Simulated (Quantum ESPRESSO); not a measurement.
HfC:

```
CELL_PARAMETERS angstrom
3.34287 0.00000 0.00000
-1.67143 2.89501 0.00000
0.00000 0.00000 5.20271
ATOMIC_POSITIONS crystal
Hf 0.33333 0.66667 0.25000
Hf 0.66667 0.33333 0.75000
C 0.00000 0.00000 0.50000
C 0.00000 0.00000 0.00000
```

The cell comes from a database or a generator and needn't be the stable form of this composition.

| Quantity | Value |
| --- | --- |
| Program | Quantum ESPRESSO 7.5 |
| Task | single point |
| Functional | PBE |
| Potentials or basis | SSSP 1.3 efficiency PBE |
| Cutoff | 816 eV |
| Density cutoff | 5987 eV |
| k mesh | 9 × 9 × 5 |
| Occupations | fermi-dirac, width 0.05 eV |
| Spin | no spin polarisation |

On this cell: pressure -0.5 GPa; largest force under 0.003 eV/Å; band gap on the k mesh none (metal or under the smearing width).

The same run follows on a disturbed copy (atoms moved at random, drawn with an rms of 0.05 Å):

```xyz
4
Lattice="3.3429 0.0000 0.0000 -1.6714 2.8950 0.0000 0.0000 0.0000 5.2027" Properties=species:S:1:pos:R:3 pbc="T T T"
Hf    0.0184    1.9297    1.3330
Hf    1.6896    0.9914    3.8974
C     0.0211    0.0196    2.5995
C     0.0130   -0.0151    0.0159
```

Task: What changes?

Result: The energy (extrapolated to zero smearing) moves by +4.9 meV/atom; pressure -0.3 GPa; largest force 0.664 eV/Å; band gap on the k mesh none (metal or under the smearing width).

Forces in eV/Å, atoms in the order of the input:
```
Hf  -0.020  0.045 -0.637
Hf  -0.014 -0.359  0.558
C   -0.018  0.001  0.177
C    0.052  0.314 -0.098
```

Stress tensor (GPa, compression positive):
```
-1.68  0.00 -0.01
 0.00 -1.73 -0.10
-0.01 -0.10  2.40
```
